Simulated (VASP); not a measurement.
Here is a VASP 6.6.1 calculation.

INCAR

```
SYSTEM = Si
PREC = Accurate
ENCUT = 600
EDIFF = 1E-7
ISMEAR = -1
SIGMA = 0.05
LREAL = .False.
LASPH = .True.
NELM = 80
ALGO = Normal
ISIF = 3
LWAVE = .False.
LCHARG = .False.
IBRION = 2
NSW = 40
EDIFFG = -0.02
PSTRESS = 60
```

File KPOINTS:

```
Automatic mesh
0
Gamma
  11 11 11
  0 0 0
```

Contents of POSCAR:

```
Si
1.0
    0.0000000000      2.7155000000      2.7155000000
    2.7155000000      0.0000000000      2.7155000000
    2.7155000000      2.7155000000      0.0000000000
Si
2
Direct
    0.0000000000      0.0000000000      0.0000000000
    0.2500000000      0.2500000000      0.2500000000
```

Potentials or basis: VASP PAW LDA potentials, release 64 (Si).

Command:

```sh
$ cat potpaw_LDA.64/Si/POTCAR > POTCAR
$ mpirun -np 1 vasp_std > vasp.out
```

(1) What does it give for the relaxed volume?

(2) Predict the relaxed cell.

(3) What does it give for the space group after relaxing (to 0.05 Å)?

Answers

(1) 18.67 Å³/atom.

(2) a = 3.752 Å, b = 3.752 Å, c = 3.752 Å, α = 60.00°, β = 60.00°, γ = 60.00°.

(3) Fd-3m (No. 227).

Caveat: the cell is relaxed towards a set pressure, so the enthalpy falls and the energy may rise.
